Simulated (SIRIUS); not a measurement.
Wanted: the native input for a SIRIUS 7.12.0 run.

| Quantity | Value |
| --- | --- |
| Task | single point |
| Functional | LDA-PZ |
| Potentials or basis | PseudoDojo 0.4.1 PBE standard (scalar relativistic) |
| Cutoff | 1228 eV |
| Density cutoff | 4912 eV |
| k mesh | 6 × 6 × 6 |
| Occupations | fermi-dirac, width 0.05 eV |
| Spin | collinear spin, ferromagnetic start |
| Starting moments | [3.0, 0.0] μB |
| Libxc names | ["XC_LDA_X", "XC_LDA_C_PZ"] |
| Energy tol | 1e-08 Ha |
| Density tol | 1e-06 |
| Mixer | anderson |
| Mixing beta | 0.5 |
| Max scf | 100 |
| Radial cutoff for the potentials' integrals | 6.5 bohr |

The system is FeO (Wuestite).

```
Fe O
1.0
     0.00000    2.15540    2.15540
     2.15540    0.00000    2.15540
     2.15540    2.15540    0.00000
Fe O
1 1
Direct
  0.00000 0.00000 0.00000
  0.50000 0.50000 0.50000
```

The input as run:

sirius.json

```json
{
  "control": {
    "processing_unit": "cpu",
    "verbosity": 2,
    "num_bands_to_print": 19,
    "print_forces": true,
    "print_stress": true
  },
  "parameters": {
    "electronic_structure_method": "pseudopotential",
    "xc_functionals": ["XC_LDA_X", "XC_LDA_C_PZ"],
    "gk_cutoff": 9.5,
    "pw_cutoff": 19.0,
    "ngridk": [6, 6, 6],
    "shiftk": [0, 0, 0],
    "smearing": "fermi_dirac",
    "smearing_width": 0.0018374661,
    "num_bands": 19,
    "num_mag_dims": 1,
    "num_dft_iter": 100,
    "energy_tol": 1e-08,
    "density_tol": 1e-06
  },
  "iterative_solver": {
    "type": "davidson",
    "min_tolerance": 1e-10
  },
  "mixer": {
    "type": "anderson",
    "beta": 0.5,
    "max_history": 8
  },
  "settings": {
    "tol_ne": 1e-10,
    "pseudo_grid_cutoff": 6.5,
    "smooth_initial_mag": true
  },
  "unit_cell": {
    "lattice_vectors": [
      [0.0, 4.073115689018, 4.073115689018],
      [4.073115689018, 0.0, 4.073115689018],
      [4.073115689018, 4.073115689018, 0.0]
    ],
    "atom_coordinate_units": "lattice",
    "atom_types": ["Fe", "O"],
    "atom_files": {
      "Fe": "Fe.json",
      "O": "O.json"
    },
    "atoms": {
      "Fe": [
        [0.0, 0.0, 0.0, 0.0, 0.0, 3.0]
      ],
      "O": [
        [0.5, 0.5, 0.5, 0.0, 0.0, 0.0]
      ]
    }
  }
}
```

Potentials or basis: PseudoDojo 0.4.1 PBE standard (scalar relativistic).

The run is started by

```bash
$ upf_to_json Fe.upf
$ upf_to_json O.upf
$ OMP_NUM_THREADS=1 sirius.scf --input=sirius.json --output=out.json --task=0
```

It gave:

```
Pressure               : -15.2 GPa
Band gap on the k mesh : none (metal or under the smearing width)
Net moment             : 4.00 μB per cell
Absolute moment        : 4.01 μB per cell
```

Caveat: the k mesh is coarse (spacing up to 0.42 Å⁻¹), so the values aren't converged; the potentials were made for another functional, which shifts forces and pressure; a cell with one magnetic atom can't hold antiferromagnetic order, which such compounds often take; semilocal functionals often make such compounds metallic where correlation or magnetic order opens a gap, which also shifts bond lengths.

Run time: 36 s on 1 thread of Intel(R) Xeon(R) Platinum 8259CL CPU @ 2.50GHz (Skylake/Cascade Lake) (shared host), peak memory 0.18 GiB.
